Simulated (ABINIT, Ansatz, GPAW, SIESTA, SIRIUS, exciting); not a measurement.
One calculation of Al, 6 ways

```
Al
1.0
    -1.69895    1.56431    1.60080
     1.63095   -1.58291    1.55140
     1.66037    1.54432   -1.61940
Al
1
Direct
  0.99931 0.01239 0.00585
```

This isn't the form of Al at room conditions, which is fcc.

The given cell was strained at random by a few per cent at fixed volume.

Alike in all runs: task single point; functional PBEsol; k mesh 12 × 12 × 12; occupations fermi-dirac, width 0.05 eV; no spin polarisation; no spin-orbit coupling. Pressure is positive in compression and, in plane waves, holds the error of the finite cutoff.

```csv
program and potentials,plane-wave cutoff (eV),notes,band gap (eV),pressure (GPa),energy over the undisturbed cell (meV/atom)
"SIRIUS, PseudoDojo 0.4.1 PBEsol standard (scalar relativistic)",557,-,no gap,2.24,1.53
"GPAW, PAW data sets generated for this functional",600,-,no gap,2.55,1.52
"ABINIT, PseudoDojo NC SR PBEsol v0.4.1 standard",544,-,no gap,2.24,1.53
"Ansatz, all-electron LAPW, scalar-relativistic",-,-,no gap,2.37,-
"exciting, all-electron LAPW+lo, shipped species files, valence relativity iora*",-,-,no gap,-,1.53
"SIESTA, files PseudoDojo sr-pbesol-0.4.1-standard, DZP (energy shift 0.003 Ry)",-,atomic basis,no gap,2.71,2.14
```

None finds a gap. The pressure spans 2.24 (ABINIT, PseudoDojo NC SR PBEsol v0.4.1 standard) to 2.71 GPa (SIESTA, files PseudoDojo sr-pbesol-0.4.1-standard, DZP (energy shift 0.003 Ry)), with all-electron results at 2.37. Rows in atomic bases carry the error of their basis and grid, which can be large.

Differences between rows come from potentials, basis sets and numerical settings, since the functional is the same but for its coding. Runs on potential files found faulty are left out.
